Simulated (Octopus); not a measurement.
## GaAs in Octopus: convergence with threshold

Input of the first run (threshold 0.01); the others differ in this setting and in those tied to it:

inp

```
CalculationMode = gs
UnitsOutput = eV_Angstrom
PeriodicDimensions = 3
ExperimentalFeatures = yes
PseudopotentialSet = pseudodojo_pbesol
%LatticeParameters
 1*angstrom | 1*angstrom | 1*angstrom
%
%LatticeVectors
 0 | 2.7089250446 | 2.7089250446
 2.7089250446 | 0 | 2.7089250446
 2.7089250446 | 2.7089250446 | 0
%
%ReducedCoordinates
 "As" | 0.75 | 0.75 | 0.75
 "Ga" | 0 | 0 | 0
%
%Spacing
 0.15323994*angstrom | 0.15323994*angstrom | 0.15323994*angstrom
%
DerivativesOrder = 8
%KPointsGrid
 5 | 5 | 5
%
KPointsUseSymmetries = yes
XCFunctional = gga_x_pbe + gga_c_pbe
SpinComponents = polarized
KPointsUseTimeReversal = no
GuessMagnetDensity = paramagnetic
SmearingFunction = semiconducting
ExtraStates = 5
Eigensolver = chebyshev_filter
ConvRelDens = 0.01
MaximumIter = 120
%Output
 density | cube
 elf | cube
 potential | cube
%
```

Potentials or basis: pseudodojo_pbesol (PseudoDojo 0.4, PBEsol).

Launch:

```sh
$ OMP_NUM_THREADS=1 octopus > out.log
```

The cell isn't the ideal one: volume scaled by 0.88.

Hardware: 1 thread of Arm Neoverse V1, with other jobs on the host.

| threshold | energy less the tightest run, at zero smearing (meV/atom) | gap on the mesh (eV) | SCF cycles | CPU time (s) | peak memory (GiB) |
| --- | --- | --- | --- | --- | --- |
| 0.01 | 0.78 | 1.232 | 5 | 88 | 0.6 |
| 0.001 | 0.02 | 1.209 | 7 | 120 | 0.6 |
| 0.0001 | 0.00 | 1.206 | 8 | 140 | 0.6 |
| 1e-05 | 0.00 | 1.206 | 10 | 170 | 0.6 |
| 1e-06 | 0.00 | 1.206 | 12 | 200 | 0.6 |
| 1e-07 | 0.00 | 1.206 | 15 | 230 | 0.6 |
| 1e-08 | 0.00 | 1.206 | 18 | 270 | 0.6 |

Against the tightest run, the energy stays within 1 meV/atom from 0.01 on; the gap on the mesh stays within 0.01 eV from 0.001 on. The tightest run that finished is the yardstick and may itself not be fully converged.

Caveat, for the tightest run too: an odd mesh through Γ misses points on the zone boundary, where band edges often lie.
